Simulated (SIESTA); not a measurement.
# Mo in SIESTA: the effect of functional

The system is Mo, a slab with vacuum.

```
Mo
1.0
     2.84964    0.00000    0.00000
    -1.42482    2.46786    0.00000
     0.00000    0.00000   24.30689
Mo
5
Direct
  0.66667 0.33333 0.30855
  0.33333 0.66667 0.40428
  0.00000 0.00000 0.50000
  0.66667 0.33333 0.59572
  0.33333 0.66667 0.69145
```

The slab is cut from a database's or a generator's crystal, which needn't be the stable form of the element.

Alike in all runs:

| Item | Value |
| --- | --- |
| Program | SIESTA 5.4.2 |
| Task | single point |
| Basis | DZP (energy shift 0.003 Ry; two zetas on semicore shells) |
| Grid cutoff | 800 Ry |
| Energy shift | 0.003 Ry |
| k mesh | 11 × 11 × 1 |
| Occupations | fermi-dirac, width 0.05 eV |
| Spin | no spin polarisation |

| functional | potentials or basis | largest force (eV/Å) |
| --- | --- | --- |
| LDA | PseudoDojo 0.4 standard (LDA files) | 0.52 |
| PBEsol | PseudoDojo 0.4 standard (PBEsol files) | 0.33 |
| AM05 | PseudoDojo 0.4 standard (PBEsol files) | ? |
| WC | PseudoDojo 0.4 standard (PBEsol files) | 0.28 |
| PW91 | PseudoDojo 0.4 standard (PBE files) | 0.18 |
| revPBE | PseudoDojo 0.4 standard (PBE files) | 0.18 |
| RPBE | PseudoDojo 0.4 standard (PBE files) | 0.18 |
| BLYP | PseudoDojo 0.4 standard (PBE files) | 0.36 |

Problem. What does the run with functional AM05 give?

Solution. Largest force 0.37 eV/Å.

Caveats: the potentials were made for another functional, which shifts forces and pressure (some runs).

Runs at the PBE level aren't shown here.
